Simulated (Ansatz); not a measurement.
NaBr (rock salt, space group No. 225), a = b = c = 5.9475 Å, α = β = γ = 90.00°; the cell used has 2 atoms.

Relaxed with r²SCAN. DFT-r²SCAN in the program Ansatz with PAW potentials gives a gap of 4.98 eV.

**Question.** What gap does HSE06 give on the same cell (Ansatz, PAW)?

**Answer.** 5.41 eV, 0.43 eV more. The hybrid was solved on a coarser mesh and at special points; its gap is the smallest among all of these.

```
k  v1 r²SCAN  c1 r²SCAN  v1 HSE06  c1 HSE06
-  ---------  ---------  --------  --------
Γ       0.00       4.98      0.00      5.41
X      -0.69       6.99       ___       ___
L      -0.29       6.86       ___       ___
W      -0.85       8.42       ___       ___
K      -0.57       7.67       ___       ___
```

**Question.** Top valence (v1) and lowest conduction level (c1) in eV from each method's valence maximum (which need not be a listed point): supply the withheld HSE06 values.

**Answer.** 
- W, v1 HSE06: -0.90
- W, c1 HSE06: 8.89
- X, v1 HSE06: -0.73
- X, c1 HSE06: 7.44
- L, v1 HSE06: -0.30
- L, c1 HSE06: 7.38
- K, v1 HSE06: -0.60
- K, c1 HSE06: 8.17

Cost on shared cores: the r²SCAN run (SCF on a 8×8×8 mesh, then bands and DOS) around 17 core-seconds (rough), the HSE06 run (SCF on 6×6×6, then a few points) around 90 core-seconds (rough); the tasks are unlike.

Space group Fm-3m (rock salt). The cell was relaxed with r²SCAN under the symmetry of its start; phonons on a q-mesh show no instability. Scalar-relativistic: spin–orbit coupling is off unless named, which matters more the heavier the elements.

Potentials: the later of the program's two PAW sets.
